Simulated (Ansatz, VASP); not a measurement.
**B6As: VASP beside Ansatz**

Wanted: the spread between two codes on one cell, functional and k mesh. The cell is taken from a series of runs on this material, whose earlier steps may have relaxed, scaled, displaced or heated it; both programs get it as it stands.

Program: Ansatz 0.2.0. Level of theory: plane waves, with VASP 6.6.1 beside it; relaxation of cell and atoms at r2SCAN with rVV10. Results are calculated unless marked as measured.

**1. Starting point**

It takes space group R-3m (No. 166, trigonal). Conventional cell: a = 6.137 Å, b = 6.137 Å, c = 11.895 Å, α = 90.00°, β = 90.00°, γ = 120.00°. Nearest to B lie 6 B at 1.77 to 1.90 Å. Nearest to B lie 5 B at 1.73 to 1.81 Å and 1 As at 2.00 Å. As has 3 B at 2.00 Å and 1 As at 2.39 Å nearest. Farther neighbours are not listed.

**2. VASP: relaxation of cell and atoms, r2SCAN with rVV10**

The relaxed volume is the usual yardstick between codes: in a stiff, nearly cubic crystal its relative difference is about their pressure difference at one cell divided by the bulk modulus.

Lines of VASP's logs that name or quote its potential files are left out, and so is its time.

INCAR

```
SYSTEM = B6As
PREC = Accurate
ENCUT = 550
EDIFF = 1E-07
NELM = 120
ISMEAR = 0
SIGMA = 0.02
LREAL = .FALSE.
ALGO = Normal
METAGGA = R2SCAN
LUSE_VDW = .TRUE.
IVDW_NL = 2
BPARAM = 11.95
CPARAM = 0.0093
LASPH = .TRUE.
NBANDS = 37
LORBIT = 11
LWAVE = .FALSE.
LCHARG = .FALSE.
ISIF = 3
IBRION = 2
NSW = 80
EDIFFG = -0.005
GGA_COMPAT = .FALSE.
NELMIN = 4
EFERMI = MIDGAP
LMIXTAU = .TRUE.
KPAR = 4
```

POSCAR

```
B6As
1.0
    3.0684220000      1.7715540000      3.9649350000
   -3.0684220000      1.7715540000      3.9649350000
    0.0000000000     -3.5431090000      3.9649350000
B As
12 2
Direct
    0.0152897333      0.0152897333      0.3248785675
    0.0152897339      0.3248785062      0.0152897939
    0.8218559455      0.2724865954      0.8218555810
    0.8218558553      0.8218558553      0.2724864112
    0.2724865954      0.8218559455      0.8218555810
    0.7275135828      0.1781442327      0.1781443150
    0.1781442327      0.7275135828      0.1781443150
    0.1781443228      0.1781443228      0.7275134847
    0.9847105283      0.6751217560      0.9847101861
    0.9847105290      0.9847105290      0.6751214125
    0.6751217560      0.9847105283      0.9847101861
    0.3248785062      0.0152897339      0.0152897939
    0.6005524825      0.6005524825      0.6005523130
    0.3994476956      0.3994476956      0.3994475829
```

KPOINTS

```
Automatic mesh
0
Gamma
6 6 6
0 0 0
```

PAW data sets: B and As (PBE family, release 64).

The run is started by

```
> mpirun -np 4 vasp_std
```

Numbers of over 12 decimals in the logs are rounded to 6 here.

The log of the run:

```text
[banner, memory and clock lines left out]
running    4 mpi-ranks, on    1 nodes
 distrk:  each k-point on    1 cores,    4 groups
 distr:  one band on    1 cores,    1 groups

 POSCAR found type information on POSCAR B As
 POSCAR found :  2 types and      14 ions
|                                                                             |
|               ----> ADVICE to this user running VASP <----                  |
|                                                                             |
|     You have switched on vdW-DFT.                                           |
|     This routine was written and supplied by Jiri Klimes. We recommend      |
|     that you carefully read and cite the following publications:            |
|       J. Klimes, D.R. Bowler, A. Michelides                                 |
|          J. Phys.: Cond Matt. 22 022201 (2010)                              |
|       J. Klimes, D.R. Bowler, A. Michelides                                 |
|          Phys. Rev. B. 83, 195131 (2011)                                    |
|     and references therein.                                                 |
|                                                                             |

|                                                                             |
|               ----> ADVICE to this user running VASP <----                  |
|                                                                             |
|     You enforced a specific xc type in the INCAR file but a different       |
|     [... a line on the potential file left out ...]
|     I HOPE YOU KNOW WHAT YOU ARE DOING!                                     |
|                                                                             |

 LDA part: xc-table for (None), standard interpolation
 POSCAR, INCAR and KPOINTS ok, starting setup
 FFT: planning ... GRIDC
 FFT: planning ... GRID_SOFT
 FFT: planning ... GRID
 WAVECAR not read
 entering main loop
       N       E                     dE             d eps       ncg     rms          rms(c)
Total rVV10 correction in eV:      0.3339857    51.6472248
Total rVV10 correction in eV:      0.3339857    51.6472248
Total rVV10 correction in eV:      0.3339857    51.6472248
Total rVV10 correction in eV:      0.3339857    51.6472248
DAV:   1     0.956875598962E+02    0.95688E+02   -0.21763E+04  2368   0.120E+03
DAV:   2    -0.123460573364E+03   -0.21915E+03   -0.20579E+03  3071   0.225E+02
DAV:   3    -0.133110741512E+03   -0.96502E+01   -0.95604E+01  3120   0.433E+01
DAV:   4    -0.133202207614E+03   -0.91466E-01   -0.91297E-01  3104   0.444E+00
DAV:   5    -0.133203224399E+03   -0.10168E-02   -0.10165E-02  3060   0.442E-01    0.131E+01
Total rVV10 correction in eV:      0.3854662    51.6472249
Total rVV10 correction in eV:      0.3854662    51.6472249
Total rVV10 correction in eV:      0.3854662    51.6472249
Total rVV10 correction in eV:      0.3854662    51.6472249
DAV:   6    -0.120379959824E+03    0.12823E+02   -0.81645E+00  2662   0.152E+01    0.763E+00
Total rVV10 correction in eV:      0.4442756    51.6472249
Total rVV10 correction in eV:      0.4442756    51.6472249
Total rVV10 correction in eV:      0.4442756    51.6472249
Total rVV10 correction in eV:      0.4442756    51.6472249
DAV:   7    -0.119441391989E+03    0.93857E+00   -0.30992E+00  3179   0.873E+00    0.287E+00
Total rVV10 correction in eV:      0.4957821    51.6472249
Total rVV10 correction in eV:      0.4957821    51.6472249
Total rVV10 correction in eV:      0.4957821    51.6472249
Total rVV10 correction in eV:      0.4957821    51.6472249
DAV:   8    -0.121876595349E+03   -0.24352E+01   -0.21689E+00  2678   0.735E+00    0.123E+00
Total rVV10 correction in eV:      0.4887390    51.6472249
Total rVV10 correction in eV:      0.4887390    51.6472249
Total rVV10 correction in eV:      0.4887390    51.6472249
Total rVV10 correction in eV:      0.4887390    51.6472249
DAV:   9    -0.119955577497E+03    0.19210E+01   -0.53618E-01  2613   0.433E+00    0.843E-01
Total rVV10 correction in eV:      0.4917512    51.6472249
Total rVV10 correction in eV:      0.4917512    51.6472249
Total rVV10 correction in eV:      0.4917512    51.6472249
Total rVV10 correction in eV:      0.4917512    51.6472249
DAV:  10    -0.119996446201E+03   -0.40869E-01   -0.51030E-02  2867   0.139E+00    0.229E-01
Total rVV10 correction in eV:      0.4956564    51.6472249
Total rVV10 correction in eV:      0.4956564    51.6472249
Total rVV10 correction in eV:      0.4956564    51.6472249
Total rVV10 correction in eV:      0.4956564    51.6472249
DAV:  11    -0.119970899155E+03    0.25547E-01   -0.31960E-02  2614   0.118E+00    0.593E-02
Total rVV10 correction in eV:      0.4956067    51.6472249
[...]
Total rVV10 correction in eV:      0.4937077    51.6472249
DAV:   7    -0.119979357559E+03   -0.10961E-05   -0.48096E-06  2734   0.121E-02    0.210E-03
Total rVV10 correction in eV:      0.4937066    51.6472249
Total rVV10 correction in eV:      0.4937066    51.6472249
Total rVV10 correction in eV:      0.4937066    51.6472249
Total rVV10 correction in eV:      0.4937066    51.6472249
DAV:   8    -0.119979359133E+03   -0.15740E-05   -0.98190E-07  2631   0.653E-03    0.641E-04
Total rVV10 correction in eV:      0.4937092    51.6472249
Total rVV10 correction in eV:      0.4937092    51.6472249
Total rVV10 correction in eV:      0.4937092    51.6472249
Total rVV10 correction in eV:      0.4937092    51.6472249
DAV:   9    -0.119979359316E+03   -0.18282E-06   -0.16938E-07  1877   0.214E-03    0.341E-04
Total rVV10 correction in eV:      0.4937101    51.6472249
Total rVV10 correction in eV:      0.4937101    51.6472249
Total rVV10 correction in eV:      0.4937101    51.6472249
Total rVV10 correction in eV:      0.4937101    51.6472249
DAV:  10    -0.119979359298E+03    0.17711E-07   -0.39293E-08  1539   0.101E-03
Total rVV10 correction in eV:      0.4937104    51.6472249
Total rVV10 correction in eV:      0.4937104    51.6472249
Total rVV10 correction in eV:      0.4937104    51.6472249
Total rVV10 correction in eV:      0.4937104    51.6472249
Total rVV10 correction in eV:      0.4937103    51.6472249
Total rVV10 correction in eV:      0.4937103    51.6472249
Total rVV10 correction in eV:      0.4937103    51.6472249
Total rVV10 correction in eV:      0.4937103    51.6472249
   2 F= -.11997936E+03 E0= -.11997936E+03  d E =-.849036E-03
[...]
3 F= -.11997954E+03 E0= -.11997954E+03  d E =-.102784E-02
[...]
4 F= -.11997954E+03 E0= -.11997954E+03  d E =-.102761E-02
 curvature:  -0.35 expect dE=-0.618E-05 dE for cont linesearch -0.216E-07
 ZBRENT: accuracy reached
 trial: gam= 0.00152 g(F)=  0.105E-04 g(S)=  0.718E-05 ort = 0.133E-04 (trialstep = 0.939E+00)
 search vector abs. value=  0.178E-04
 bond charge predicted
       N       E                     dE             d eps       ncg     rms          rms(c)
Total rVV10 correction in eV:      0.4944286    51.6472249
Total rVV10 correction in eV:      0.4944286    51.6472249
Total rVV10 correction in eV:      0.4944286    51.6472249
Total rVV10 correction in eV:      0.4944286    51.6472249
DAV:   1    -0.119979544381E+03   -0.64318E-05   -0.39703E-04  2570   0.945E-02    0.669E-03
Total rVV10 correction in eV:      0.4944244    51.6472249
Total rVV10 correction in eV:      0.4944244    51.6472249
Total rVV10 correction in eV:      0.4944244    51.6472249
Total rVV10 correction in eV:      0.4944244    51.6472249
DAV:   2    -0.119979544598E+03   -0.21668E-06   -0.14577E-05  2984   0.164E-02    0.355E-03
Total rVV10 correction in eV:      0.4944207    51.6472249
Total rVV10 correction in eV:      0.4944207    51.6472249
Total rVV10 correction in eV:      0.4944207    51.6472249
Total rVV10 correction in eV:      0.4944207    51.6472249
DAV:   3    -0.119979543990E+03    0.60765E-06   -0.13830E-06  2916   0.580E-03    0.113E-03
Total rVV10 correction in eV:      0.4944198    51.6472249
Total rVV10 correction in eV:      0.4944198    51.6472249
Total rVV10 correction in eV:      0.4944198    51.6472249
Total rVV10 correction in eV:      0.4944198    51.6472249
DAV:   4    -0.119979544005E+03   -0.15219E-07   -0.29244E-07  2386   0.272E-03
Total rVV10 correction in eV:      0.4944186    51.6472249
Total rVV10 correction in eV:      0.4944186    51.6472249
Total rVV10 correction in eV:      0.4944186    51.6472249
Total rVV10 correction in eV:      0.4944186    51.6472249
Total rVV10 correction in eV:      0.4944190    51.6472249
Total rVV10 correction in eV:      0.4944190    51.6472249
Total rVV10 correction in eV:      0.4944190    51.6472249
Total rVV10 correction in eV:      0.4944190    51.6472249
   5 F= -.11997954E+03 E0= -.11997954E+03  d E =-.613734E-05
 trial-energy change:   -0.000006  1 .order   -0.000007   -0.000017    0.000003
 step:   0.7686(harm=  0.8005)  dis= 0.00022  next Energy=  -119.979544 (dE=-0.640E-05)
 reached required accuracy - stopping structural energy minimisation
```

OUTCAR, selected parts (step 2):

```text
ion  position               nearest neighbor table
   1  0.015  0.015  0.325-  10 1.77   7 1.78   6 1.78   4 1.81   2 1.90  12 1.90
   2  0.015  0.325  0.015-   9 1.77   6 1.78   8 1.78   3 1.81  12 1.90   1 1.90
   3  0.822  0.272  0.822-   8 1.73   6 1.73  10 1.78  11 1.78   2 1.81  13 2.00
   4  0.822  0.822  0.272-   6 1.73   7 1.73   9 1.78  11 1.78   1 1.81  13 2.00
   5  0.272  0.822  0.822-   8 1.73   7 1.73  10 1.78   9 1.78  12 1.81  13 2.00
   6  0.728  0.178  0.178-   4 1.73   3 1.73   1 1.78   2 1.78  11 1.81  14 2.00
   7  0.178  0.728  0.178-   4 1.73   5 1.73   1 1.78  12 1.78   9 1.81  14 2.00
   8  0.178  0.178  0.728-   3 1.73   5 1.73   2 1.78  12 1.78  10 1.81  14 2.00
   9  0.985  0.675  0.985-   2 1.77   5 1.78   4 1.78   7 1.81  11 1.90  10 1.90
  10  0.985  0.985  0.675-   1 1.77   3 1.78   5 1.78   8 1.81   9 1.90  11 1.90
  11  0.675  0.985  0.985-  12 1.77   3 1.78   4 1.78   6 1.81   9 1.90  10 1.90
  12  0.325  0.015  0.015-  11 1.77   7 1.78   8 1.78   5 1.81   2 1.90   1 1.90
  13  0.601  0.601  0.601-   3 2.00   5 2.00   4 2.00  14 2.39
  14  0.399  0.399  0.399-   6 2.00   7 2.00   8 2.00  13 2.39

  LATTYP: Found a trigonal (rhomboedric) cell.
 ALAT       =     5.3173608773
 COS(alpha) =     0.3340097064

 Subroutine GETGRP returns: Found 12 space group operations
 (whereof 12 operations were pure point group operations)

The static configuration has the point symmetry D_3d.

 Found     32 irreducible k-points:

   k-points           NKPTS =     32   k-points in BZ     NKDIM =     32   number of bands    NBANDS=     37

   dimension x,y,z NGX =    42 NGY =   42 NGZ =   42
   dimension x,y,z NGXF=    84 NGYF=   84 NGZF=   84

   ENCUT  =  550.0 eV  40.42 Ry    6.36 a.u.  10.17 10.17 10.17*2*pi/ulx,y,z

   NELECT =      46.0000    total number of electrons

 k-points in reciprocal lattice and weights: Automatic mesh
   0.00000000  0.00000000  0.00000000       0.005
   0.16666667  0.00000000  0.00000000       0.028
   0.33333333  0.00000000  0.00000000       0.028
   0.50000000  0.00000000 -0.00000000       0.014
   0.16666667  0.16666667  0.00000000       0.028
   0.33333333  0.16666667  0.00000000       0.056
   0.50000000  0.16666667  0.00000000       0.056
  -0.33333333  0.16666667  0.00000000       0.056
  -0.16666667  0.16666667  0.00000000       0.028
[...]
-0.33333333  0.50000000  0.33333333       0.028
   0.50000000  0.50000000  0.50000000       0.005

 average (electrostatic) potential at core
       1 -27.5908       2 -27.5908       3 -27.9498       4 -27.9498       5 -27.9498
       6 -27.9498       7 -27.9498       8 -27.9498       9 -27.5908      10 -27.5908
      11 -27.5908      12 -27.5908      13 -53.6715      14 -53.6715

 E-fermi :   5.8367

 k-point     1 :       0.0000    0.0000    0.0000
  band No.  band energies     occupation
    ...
     19       3.0337      2.00000
     20       4.1974      2.00000
     21       4.1974      2.00000
     22       4.3355      2.00000
     23       4.3355      2.00000
     24       9.1875      0.00000
     25       9.4675      0.00000
     26       9.4675      0.00000
     27       9.7091      0.00000
     28      10.6538      0.00000
    ...

 k-point     2 :       0.1667    0.0000    0.0000
  band No.  band energies     occupation
    ...
     19       3.4132      2.00000
     20       3.7783      2.00000
     21       3.9425      2.00000
     22       4.0322      2.00000
     23       4.3447      2.00000
     24       8.8845      0.00000
     25       9.3179      0.00000
     26       9.7729      0.00000
     27       9.8919      0.00000
     28      10.6872      0.00000
    ...

 k-point     3 :       0.3333    0.0000    0.0000
  band No.  band energies     occupation
    ...
     19       2.6341      2.00000
     20       2.7184      2.00000
     21       3.4524      2.00000
     22       3.7244      2.00000
     23       4.3304      2.00000
     24       7.9390      0.00000
     25       9.2451      0.00000
     26       9.4565      0.00000
     27       9.9446      0.00000
     28      10.7078      0.00000
    ...

  Total       -0.0105622     -0.0105622      0.0030684      0.0000000     -0.0000000      0.0000000
  in kB       -0.1312545     -0.1312545      0.0381306      0.0000000     -0.0000000      0.0000000
  external PRESSURE =      -0.0747928 kB  Pullay stress =       0.0000000 kB

  energy-cutoff  :      550.00
  volume of cell :      128.93
      direct lattice vectors                 reciprocal lattice vectors
     3.065659659  1.769959162  3.960152612     0.163097035  0.094164113  0.084171848
    -3.065659659  1.769959162  3.960152612    -0.163097035  0.094164113  0.084171848
     0.000000000 -3.539919322  3.960152611     0.000000000 -0.188328227  0.084171825

 POSITION                                       TOTAL-FORCE (eV/Angst)
 -----------------------------------------------------------------------------------
      0.00000     -1.09648      1.40872         0.000000      0.000789      0.001827
     -0.94958      0.54824      1.40872         0.000683     -0.000394      0.001827
      1.68277     -0.97155      7.58834         0.000906     -0.000523     -0.000816
      0.00000      1.94310      7.58834         0.000000      0.001046     -0.000816
     -1.68277     -0.97155      7.58834        -0.000906     -0.000523     -0.000816
      1.68277      0.97155      4.29212         0.000906      0.000523      0.000816
     -1.68277      0.97155      4.29212        -0.000906      0.000523      0.000816
      0.00000     -1.94310      4.29212         0.000000     -0.001046      0.000816
      0.94958     -0.54824     10.47174        -0.000683      0.000394     -0.001827
      0.00000      1.09648     10.47174         0.000000     -0.000789     -0.001827
     -0.94958     -0.54824     10.47174         0.000683      0.000394     -0.001827
      0.94958      0.54824      1.40872        -0.000683     -0.000394      0.001827
      0.00000      0.00000      7.13412         0.000000     -0.000000      0.004422
      0.00000      0.00000      4.74634         0.000000      0.000000     -0.004422
 -----------------------------------------------------------------------------------
    total drift:                                0.000000     -0.000665     -0.000895

  FREE ENERGIE OF THE ION-ELECTRON SYSTEM (eV)
  ---------------------------------------------------
  free  energy   TOTEN  =      -119.9795440055 eV

  energy  without entropy=     -119.9795440055  energy(sigma->0) =     -119.97954401

 reached required accuracy - stopping structural energy minimisation

 total charge
# of ion       s       p       d       tot
------------------------------------------
    1        0.684   1.271   0.000   1.956
    2        0.684   1.271   0.000   1.956
    3        0.698   1.386   0.000   2.085
    4        0.698   1.386   0.000   2.085
    5        0.698   1.386   0.000   2.085
    6        0.698   1.386   0.000   2.085
    7        0.698   1.386   0.000   2.085
    8        0.698   1.386   0.000   2.085
    9        0.684   1.271   0.000   1.956
   10        0.684   1.271   0.000   1.956
   11        0.684   1.271   0.000   1.956
   12        0.684   1.271   0.000   1.956
   13        1.179   1.732   0.088   2.999
   14        1.179   1.732   0.088   2.999
--------------------------------------------------
tot         10.652  19.410   0.176  30.239

[... 3 further parts left out ...]
```

The run keeps the 12 symmetry operations of its start, so it cannot find a distortion of lower symmetry.

(Continued in part 2 of 2.)

[Lines on the potential files, build, host, timing and source positions are cut from VASP's logs without a mark.]

[Logs are printed without paths, hosts, clocks, repeated set-up lines and the standing remarks that a program may print on its own settings, such as how far it seeks lower states.]

[Hosts, paths, dates, database ids (printed as entryN), source tags and the programs' standing remarks are cut or masked in the printed files.]
